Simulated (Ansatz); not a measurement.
**HfN: do energies and stresses tell the same story?**

Level of theory: Ansatz, DFT PBEsol, scalar-relativistic, plane waves, PAW.

Settings: cutoff 420 eV, Γ-centred mesh 16×16×16 on the computed 2-atom cell, Gaussian smearing of 0.10 eV; no spin polarisation.

Relaxed cell: Fm-3m, a = 4.502 Å, b = 4.502 Å, c = 4.502 Å, α = 90.00°, β = 90.00°, γ = 90.00°, 2 atoms in the primitive cell.

Energies at zero smearing and pressures from the stress tensor, at volumes with shape and atoms relaxed:
| V (Å³/atom) | E − E(first) (meV/atom) | P (GPa) |
| --- | --- | --- |
| 10.720 | 0.00 | 20.01 |
| 11.062 | -30.86 | 9.19 |
| 11.404 | -40.38 | -0.04 |
| 11.746 | -31.66 | -7.92 |
| 12.088 | -7.39 | -14.65 |

Task: Check P = −dE/dV between neighbouring volumes, and get the bulk modulus from the pressures alone.

Result: With 1 eV/Å³ = 160.2 GPa:
```json
{"middle V (Å³/atom)": "10.891", "−ΔE/ΔV (GPa)": "14.453", "mean P (GPa)": "14.602"}
{"middle V (Å³/atom)": "11.233", "−ΔE/ΔV (GPa)": "4.458", "mean P (GPa)": "4.577"}
{"middle V (Å³/atom)": "11.575", "−ΔE/ΔV (GPa)": "-4.082", "mean P (GPa)": "-3.977"}
{"middle V (Å³/atom)": "11.917", "−ΔE/ΔV (GPa)": "-11.368", "mean P (GPa)": "-11.284"}
```

The two differ by 0.15 GPa at most. The mean of two end pressures misses the average over a step by about ΔV² P″/12, up to 0.14 GPa here; with that taken off 0.01 GPa remains. Around V = 11.404 Å³/atom, the two neighbours give B = −V ΔP/ΔV = 11.404 × 17.11 / 0.684 = 285.2 GPa, against B0 = 284.0 GPa from the Birch–Murnaghan fit of the energies.

Spin–orbit coupling is left out, which can shift energies with elements as heavy as these. Spin polarisation was left out, and a magnetic state may lie lower.